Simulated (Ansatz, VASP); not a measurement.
# GaP: VASP beside Ansatz

```
Ga P
1.0
     0.00000    2.71922    2.71922
     2.71922    0.00000    2.71922
     2.71922    2.71922    0.00000
Ga P
1 1
Direct
  0.00000 0.00000 0.00000
  0.25000 0.25000 0.25000
```

Alike in both runs: functional PBEsol; k mesh 8 × 8 × 8; occupations gaussian, width 0.02 eV; no spin polarisation.

Ansatz relaxed the structure, and its values are those at the end. VASP's run is a single point on that final structure, the one shown.

```csv
,VASP,Ansatz
version,VASP 6.6.1,Ansatz 0.2.0
potentials or method,"VASP PAW PBE potentials, release 64 (Ga_d, P)","scalar-relativistic, plane waves, PAW"
plane-wave cutoff (eV),520,420
valence electrons in the cell,18,18
```

|  | VASP | Ansatz | Ansatz less VASP |
| --- | --- | --- | --- |
| gap on the k mesh at the Fermi level (eV) | 1.50 | 1.50 | -0.003 |
| least direct gap on the mesh (eV) | 1.80 | 1.80 | -0.007 |
| pressure (GPa) | -0.1 | 0.0 | +0.09 |

The functional is the same, so the differences come from potentials, cutoffs and numerics.

Caveats: the PAW data sets were made with another functional, which shifts forces and pressure a little (VASP). Expect the measured gap to be larger: semilocal functionals such as PBEsol lack the derivative discontinuity. A k mesh can miss the band edges.
